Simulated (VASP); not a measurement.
# InP (F-43m) in VASP: notebook

One crystal, InP, is run at these levels: PBEsol; tasks: single point.

Program: VASP 6.6.1. These are calculated values, not measurements. Logs are shortened: lines on timing, memory, paths and dates and some standing lists are left out, and cuts for length are marked.

## (1) The crystal as given

The structure is cubic, space group F-43m (No. 216). Conventional cell: a = 5.861 Å, b = 5.861 Å, c = 5.861 Å, α = 90.00°, β = 90.00°, γ = 90.00°. In (site symmetry -43m) is surrounded by 4 P at 2.54 Å. P (site symmetry -43m) is surrounded by 4 In at 2.54 Å.

## (2) Single point, PBEsol, spin-orbit coupling, no magnetisation

Input file INCAR:

```
  PREC = Accurate
  ENCUT = 350
  EDIFF = 0.001
  ISMEAR = 0
  SIGMA = 0.02
  LREAL = False
  LASPH = True
  NELM = 100
  ALGO = Normal
  ISIF = 2
  LWAVE = False
  LCHARG = False
  MAGMOM = 0 0 0 0 0 0
  LORBIT = 11
  LSORBIT = True
  GGA_COMPAT = False
  GGA = PS
  NBANDS = 34
```

Input file KPOINTS:

```
Automatic mesh
0
Gamma
  7 7 7
```

Input file POSCAR:

```
InP
1.0
    0.0000000000      2.9305000000      2.9305000000
    2.9305000000      0.0000000000      2.9305000000
    2.9305000000      2.9305000000      0.0000000000
In P
1 1
Direct
    0.0000000000      0.0000000000      0.0000000000
    0.7500000000      0.7500000000      0.7500000000
```

Potentials or basis: VASP PAW PBE potentials, release 64 (In_d, P).

On the command line:

```bash
cat potpaw_PBE.64/In_d/POTCAR potpaw_PBE.64/P/POTCAR > POTCAR
mpirun -np 1 vasp_ncl > vasp.out
```

OUTCAR:

```text
PREC = Accurate
   ENCUT = 350
   EDIFF = 0.001
   ISMEAR = 0
   LREAL = False
   LASPH = True
   NELM = 100
   ISIF = 2
   LORBIT = 11
   LSORBIT = True
   GGA = PS

 Found     30 irreducible k-points:

 Following reciprocal coordinates:
            Coordinates               Weight
  0.000000  0.000000  0.000000      1.000000
  0.142857  0.000000  0.000000      4.000000
 -0.142857  0.000000  0.000000      4.000000
  0.285714  0.000000  0.000000      4.000000
 -0.285714  0.000000  0.000000      4.000000
  0.428571  0.000000  0.000000      4.000000
   k-points           NKPTS =     30   k-points in BZ     NKDIM =     30   number of bands    NBANDS=     34
   number of dos      NEDOS =    301   number of ions     NIONS =      2
   total plane-waves  NPLWV =  21952
   dimension x,y,z NGX =    28 NGY =   28 NGZ =   28
   dimension x,y,z NGXF=    56 NGYF=   56 NGZF=   56
   ions per type =               1   1
   NGX,Y,Z   is equivalent  to a cutoff of  11.23, 11.23, 11.23 a.u.
   NGXF,Y,Z  is equivalent  to a cutoff of  22.46, 22.46, 22.46 a.u.
 SYSTEM =  unknown system
   PREC   = accura    normal or accurate (medium, high low for compatibility)
   ISTART =      0    job   : 0-new  1-cont  2-samecut
   ICHARG =      2    charge: 1-file 2-atom 10-const
   ISPIN  =      1    spin polarized calculation?
   LNONCOLLINEAR =      T non collinear calculations
   LSORBIT =      T    spin-orbit coupling
   LASPH  =      T    aspherical Exc in radial PAW
   ENCUT  =  350.0 eV  25.72 Ry    5.07 a.u.   6.32  6.32  6.32*2*pi/ulx,y,z
   NELM   =    100;   NELMIN=  2; NELMDL= -5     # of ELM steps
   EDIFF  = 0.1E-02   stopping-criterion for ELM
   LREAL  =      F    real-space projection
   EDIFFG = 0.1E-01   stopping-criterion for IOM
   NSW    =      0    number of steps for IOM
   IBRION =     -1    ionic relax: 0-MD 1-quasi-New 2-CG
   NFREE  =      0    steps in history (QN), initial steepest desc. (CG)
   ISIF   =      2    stress and relaxation
   ISYM   =      2    0-nonsym 1-usesym 2-fastsym
   POTIM  = 0.5000    time-step for ionic-motion
   TEBEG  =    0.0;   TEEND  =   0.0 temperature during run
   PSTRESS=    0.0 pullay stress
   NELECT =      18.0000    total number of electrons
   NUPDOWN=      -1.0000    fix difference up-down
   EMIN   =  10.00;   EMAX   =-10.00  energy-range for DOS
   EFERMI =   0.00;   METHOD = LEGACY
   ISMEAR =     0;   SIGMA  =   0.02  broadening in eV -4-tet -1-fermi 0-gaus
   EFERMI_NEDOS =   21; number of points for ismear=-14 and -15
   IALGO  =     38    algorithm
   IMIX   =      4    mixing-type and parameters
     AMIX     =   0.40;   BMIX     =  1.00
     AMIX_MAG =   1.60;   BMIX_MAG =  1.00
  volume/ion in A,a.u.               =      25.17       169.83
[... 249 lines left out ...]

 VOLUME and BASIS-vectors are now :
 -----------------------------------------------------------------------------
  energy-cutoff  :      350.00
  volume of cell :       50.33
      direct lattice vectors                 reciprocal lattice vectors
     0.000000000  2.930500000  2.930500000    -0.170619348  0.170619348  0.170619348
     2.930500000  0.000000000  2.930500000     0.170619348 -0.170619348  0.170619348
     2.930500000  2.930500000  0.000000000     0.170619348  0.170619348 -0.170619348

 POSITION                                       TOTAL-FORCE (eV/Angst)
 -----------------------------------------------------------------------------------
      0.00000      0.00000      0.00000        -0.000000     -0.000000     -0.000000
      4.39575      4.39575      4.39575         0.000000      0.000000      0.000000
 -----------------------------------------------------------------------------------
    total drift:                                0.000003      0.000003      0.000003

  FREE ENERGIE OF THE ION-ELECTRON SYSTEM (eV)
  ---------------------------------------------------
  free  energy   TOTEN  =        -9.1852222734 eV

  energy  without entropy=       -9.1852222734  energy(sigma->0) =       -9.18522227

 Spin-Orbit-Coupling matrix elements

 Ion:    1  E_soc:     -0.0721645
 l=   1
     0.0000000    -0.0054967    -0.0054967
    -0.0054967     0.0000000    -0.0054967
    -0.0054967    -0.0054967     0.0000000
 l=   2
     0.0000000    -0.0013376     0.0000000    -0.0013376    -0.0051932
    -0.0013376     0.0000000    -0.0038949    -0.0013376    -0.0012983
     0.0000000    -0.0038949     0.0000000    -0.0038949     0.0000000
    -0.0013376    -0.0013376    -0.0038949     0.0000000    -0.0012983
    -0.0051932    -0.0012983     0.0000000    -0.0012983     0.0000000
 l=   3
     0.0000000     0.0000000     0.0000000     0.0000000     0.0000000     0.0000000     0.0000000
     0.0000000     0.0000000     0.0000000     0.0000000     0.0000000     0.0000000     0.0000000
     0.0000000     0.0000000     0.0000000     0.0000000     0.0000000     0.0000000     0.0000000
     0.0000000     0.0000000     0.0000000     0.0000000     0.0000000     0.0000000     0.0000000
     0.0000000     0.0000000     0.0000000     0.0000000     0.0000000     0.0000000     0.0000000
     0.0000000     0.0000000     0.0000000     0.0000000     0.0000000     0.0000000     0.0000000
     0.0000000     0.0000000     0.0000000     0.0000000     0.0000000     0.0000000     0.0000000

 Ion:    2  E_soc:     -0.0011045
 l=   1
     0.0000000    -0.0001841    -0.0001841
    -0.0001841     0.0000000    -0.0001841
    -0.0001841    -0.0001841     0.0000000
 l=   2
     0.0000000     0.0000000     0.0000000     0.0000000     0.0000000
     0.0000000     0.0000000     0.0000000     0.0000000     0.0000000
     0.0000000     0.0000000     0.0000000     0.0000000     0.0000000
     0.0000000     0.0000000     0.0000000     0.0000000     0.0000000
     0.0000000     0.0000000     0.0000000     0.0000000     0.0000000
 l=   3
     0.0000000     0.0000000     0.0000000     0.0000000     0.0000000     0.0000000     0.0000000
     0.0000000     0.0000000     0.0000000     0.0000000     0.0000000     0.0000000     0.0000000
     0.0000000     0.0000000     0.0000000     0.0000000     0.0000000     0.0000000     0.0000000
     0.0000000     0.0000000     0.0000000     0.0000000     0.0000000     0.0000000     0.0000000
     0.0000000     0.0000000     0.0000000     0.0000000     0.0000000     0.0000000     0.0000000
     0.0000000     0.0000000     0.0000000     0.0000000     0.0000000     0.0000000     0.0000000
     0.0000000     0.0000000     0.0000000     0.0000000     0.0000000     0.0000000     0.0000000

 total charge

# of ion       s       p       d       tot
------------------------------------------
    1        0.829   0.776   9.899  11.503
    2        1.028   1.481   0.000   2.509
--------------------------------------------------
tot          1.857   2.257   9.899  14.012

 magnetization (x)

# of ion       s       p       d       tot
------------------------------------------
    1       -0.000   0.000  -0.000  -0.000
    2        0.000  -0.000   0.000  -0.000
--------------------------------------------------
tot          0.000  -0.000  -0.000  -0.000

 magnetization (y)

# of ion       s       p       d       tot
------------------------------------------
    1        0.000   0.000   0.000   0.000
    2        0.000   0.000   0.000   0.000
--------------------------------------------------
tot          0.000   0.000   0.000   0.000

 magnetization (z)

# of ion       s       p       d       tot
------------------------------------------
    1       -0.000   0.000   0.000   0.000
    2        0.000   0.000   0.000   0.000
--------------------------------------------------
tot          0.000   0.000   0.000   0.000
```

OSZICAR:

```text
N       E                     dE             d eps       ncg     rms          rms(c)
DAV:   1     0.139750255312E+03    0.13975E+03   -0.60898E+03  2066   0.913E+02
DAV:   2     0.564943465461E+01   -0.13410E+03   -0.12690E+03  2156   0.280E+02
DAV:   3    -0.896915245116E+01   -0.14619E+02   -0.14384E+02  2428   0.104E+02
DAV:   4    -0.955792476385E+01   -0.58877E+00   -0.58733E+00  2498   0.211E+01
DAV:   5    -0.959045405120E+01   -0.32529E-01   -0.32523E-01  3158   0.453E+00    0.556E+00
DAV:   6    -0.921936380220E+01    0.37109E+00   -0.41999E-01  2994   0.127E+01    0.318E+00
DAV:   7    -0.918838131224E+01    0.30982E-01   -0.18354E-01  3238   0.330E+00    0.121E+00
DAV:   8    -0.918521258039E+01    0.31687E-02   -0.14738E-02  3104   0.146E+00    0.723E-01
DAV:   9    -0.918522227344E+01   -0.96931E-05   -0.14942E-03  2056   0.228E-01
   1 F= -.91852223E+01 E0= -.91852223E+01  d E =-.271602E-25  mag=     0.0000     0.0000     0.0000
```

Run time: 65 s. Hardware: 1 thread of AMD EPYC 7R43 (Zen 3), shared host; peak memory 0.22 GiB.

These settings aren't checked as converged: the numbers below hold their error.

What came out:

* Free energy: -9.1852 eV
* Pressure: -0.6 GPa
* Valence electrons inside the program's atomic spheres: In 11.50; P 2.51

Caveat: the PAW data sets were made with another functional, which shifts forces and pressure a little.

## (3) Single point, PBEsol, spin-orbit coupling, no magnetisation

Changes to INCAR since step 2:

```diff
@@ -2,3 +2,3 @@
   ENCUT = 350
-  EDIFF = 0.001
+  EDIFF = 1E-5
   ISMEAR = 0
```

KPOINTS is that of step 2.

POSCAR is that of step 2.

Potentials or basis: VASP PAW PBE potentials, release 64 (In_d, P).

On the command line:

```bash
cat potpaw_PBE.64/In_d/POTCAR potpaw_PBE.64/P/POTCAR > POTCAR
mpirun -np 1 vasp_ncl > vasp.out
```

It took 92 s on 1 thread of AMD EPYC 7R43 (Zen 3), shared host; peak memory 0.21 GiB.

These settings aren't checked as converged: the numbers below hold their error.

What came out:

- Free energy: -9.1853 eV
- Pressure: 0.3 GPa
- Valence electrons inside the program's atomic spheres: In 11.51; P 2.51

Caveat: the PAW data sets were made with another functional, which shifts forces and pressure a little.

## (4) Single point, PBEsol, spin-orbit coupling, no magnetisation

Changes to INCAR since step 3:

```diff
@@ -2,6 +2,6 @@
   ENCUT = 350
-  EDIFF = 1E-5
+  EDIFF = 1E-7
   ISMEAR = 0
   SIGMA = 0.02
-  LREAL = False
+  LREAL = Auto
   LASPH = True
```

KPOINTS is that of step 3.

POSCAR is that of step 3.

On the command line:

```bash
cat potpaw_PBE.64/In_d/POTCAR potpaw_PBE.64/P/POTCAR > POTCAR
mpirun -np 1 vasp_ncl > vasp.out
```

Wall time 2.8 min (1 thread of AMD EPYC 7R43 (Zen 3), shared host); peak memory 0.22 GiB.

The run converged, but some of its settings lie outside the range that counts as converged, so its numbers aren't taken as properties of the crystal.

What came out:

* Free energy: -9.1856 eV
* Pressure: 0.3 GPa
* Valence electrons inside the program's atomic spheres: In 11.51; P 2.51

Caveat: the PAW data sets were made with another functional, which shifts forces and pressure a little.

## (5) Single point, PBEsol, spin-orbit coupling, no magnetisation

Changes to INCAR since step 4:

```diff
@@ -4,4 +4,4 @@
   ISMEAR = 0
-  SIGMA = 0.02
-  LREAL = Auto
+  SIGMA = 0.2
+  LREAL = False
   LASPH = True
```

KPOINTS is that of step 4.

POSCAR is that of step 4.

Potentials or basis: VASP PAW PBE potentials, release 64 (In_d, P).

On the command line:

```bash
cat potpaw_PBE.64/In_d/POTCAR potpaw_PBE.64/P/POTCAR > POTCAR
mpirun -np 1 vasp_ncl > vasp.out
```

OUTCAR:

```text
PREC = Accurate
   ENCUT = 350
   EDIFF = 1E-7
   ISMEAR = 0
   LREAL = False
   LASPH = True
   NELM = 100
   ISIF = 2
   LORBIT = 11
   LSORBIT = True
   GGA = PS

 Found     30 irreducible k-points:

 Following reciprocal coordinates:
            Coordinates               Weight
  0.000000  0.000000  0.000000      1.000000
  0.142857  0.000000  0.000000      4.000000
 -0.142857  0.000000  0.000000      4.000000
  0.285714  0.000000  0.000000      4.000000
 -0.285714  0.000000  0.000000      4.000000
  0.428571  0.000000  0.000000      4.000000
   k-points           NKPTS =     30   k-points in BZ     NKDIM =     30   number of bands    NBANDS=     34
   number of dos      NEDOS =    301   number of ions     NIONS =      2
[... 347 lines left out ...]
     0.0000000     0.0000000     0.0000000     0.0000000     0.0000000     0.0000000     0.0000000
     0.0000000     0.0000000     0.0000000     0.0000000     0.0000000     0.0000000     0.0000000
     0.0000000     0.0000000     0.0000000     0.0000000     0.0000000     0.0000000     0.0000000
     0.0000000     0.0000000     0.0000000     0.0000000     0.0000000     0.0000000     0.0000000
     0.0000000     0.0000000     0.0000000     0.0000000     0.0000000     0.0000000     0.0000000
     0.0000000     0.0000000     0.0000000     0.0000000     0.0000000     0.0000000     0.0000000

 total charge

# of ion       s       p       d       tot
------------------------------------------
    1        0.829   0.777   9.899  11.505
    2        1.027   1.479   0.000   2.506
--------------------------------------------------
tot          1.857   2.256   9.899  14.012

 magnetization (x)

# of ion       s       p       d       tot
------------------------------------------
    1        0.000   0.000   0.000   0.000
    2        0.000   0.000   0.000   0.000
--------------------------------------------------
tot          0.000   0.000   0.000   0.000

 magnetization (y)

# of ion       s       p       d       tot
------------------------------------------
    1        0.000  -0.000  -0.000  -0.000
    2        0.000   0.000   0.000   0.000
--------------------------------------------------
tot          0.000  -0.000  -0.000  -0.000

 magnetization (z)

# of ion       s       p       d       tot
------------------------------------------
    1       -0.000   0.000   0.000   0.000
    2        0.000   0.000   0.000   0.000
--------------------------------------------------
tot          0.000   0.000   0.000   0.000
```

Run time: 1.8 min. Hardware: 1 thread of AMD EPYC 7R43 (Zen 3), shared host; peak memory 0.22 GiB.

These settings aren't checked as converged: the numbers below hold their error.

Results:

| Property | Result |
| --- | --- |
| Free energy | -9.1853 eV |
| Pressure | 0.3 GPa |
| Valence electrons inside the program's atomic spheres | In 11.51; P 2.51 |

Caveat: the PAW data sets were made with another functional, which shifts forces and pressure a little.

## (6) Single point, PBEsol, spin-orbit coupling, no magnetisation

Changes to INCAR since step 5:

```diff
@@ -1,6 +1,6 @@
   PREC = Accurate
-  ENCUT = 350
+  ENCUT = 300
   EDIFF = 1E-7
   ISMEAR = 0
-  SIGMA = 0.2
+  SIGMA = 0.02
   LREAL = False
```

Input file KPOINTS:

```
Automatic mesh
0
Gamma
  8 8 8
```

POSCAR is that of step 5.

Potentials or basis: VASP PAW PBE potentials, release 64 (In_d, P).

On the command line:

```bash
cat potpaw_PBE.64/In_d/POTCAR potpaw_PBE.64/P/POTCAR > POTCAR
mpirun -np 1 vasp_ncl > vasp.out
```

It took 99 s on 1 thread of AMD EPYC 7R43 (Zen 3), shared host; peak memory 0.17 GiB.

These settings aren't checked as converged: the numbers below hold their error.

What came out:

| Property | Result |
| --- | --- |
| Free energy | -9.1875 eV |
| Pressure | 0.2 GPa |
| Valence electrons inside the program's atomic spheres | In 11.50; P 2.51 |

Caveat: the cutoff is under 1.25 times the usual one of these potentials, so pressure, stress and relaxed cells hold a basis-set (Pulay) error; the PAW data sets were made with another functional, which shifts forces and pressure a little.
